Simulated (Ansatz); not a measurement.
## A series in volume scale on BeS

All results are calculated (Ansatz 0.2.0). Periodic Kohn-Sham DFT of a crystal at fixed atoms, scaled to volume_scale times the given cell; pressure positive in compression, energy less spherical unpolarised free atoms, largest_vzz the field gradient of largest size among the nuclei.

The cell before it is scaled or strained (space group F-43m, No. 216):
```
BeS
1.0
      0.0000     2.4377     2.4377
      2.4377     0.0000     2.4377
      2.4377     2.4377     0.0000
Be S
1 1
Direct
  0.00000 0.00000 0.00000
  0.25000 0.25000 0.25000
```

Settings of every row: method frozen-core PAW; functional PBE; relativity scalar; k mesh 12x12x12; filling fermi-dirac; smearing width 0.05 eV; wave cutoff 420 eV; paw set soft_2.

Atom start moment: 0 on all atoms.

Limits: the cell comes from a prototype or a list of computed structures and needn't be the stable phase.

```csv
row,volume scale,V (Å³/atom),pressure (GPa)
1,0.96,13.906,4.15
2,0.98,14.196,1.999
3,1,14.485,0.044
4,1.02,14.775,?
5,1.04,15.065,-3.346
```

Question: what pressure should row 4 give?

Worked fit of pressure. Take u = (V_r/V)^(2/3) − 1 with V_r = 14.34 Å³ an atom, which is twice the finite (Eulerian) strain; such expansions in the strain, on which the Birch-Murnaghan equation of state is built, carry the rest volume and the bulk modulus. The shown rows have u = 0.0207, 0.00675, -0.00668, -0.03235. Least squares give pressure = 1.001 + 145.228 × u + 335.17 × u² GPa; a straight line predicts inner rows, each left out in turn, worse (root mean square 0.15 against 0.0049 GPa). The rows lie off it by -0.001, 0.002, -0.002, 0.000. The pressure vanishes at u = -0.0070, or V = 14.49 Å³ an atom, and there the bulk modulus at fixed shape and fractions is B = −V dP/dV = (2/3)(1 + u) dP/du = 93 GPa. The withheld row has u = -0.01973, so the fit gives 1.001 + 145.228 × (-0.01973) + 335.17 × (-0.01973)² = -1.734 GPa.

The calculation gave -1.732 GPa. The fit lies 0.002 GPa (0.027 % of the column's range) below it; its largest miss of a shown row is 0.002 GPa.
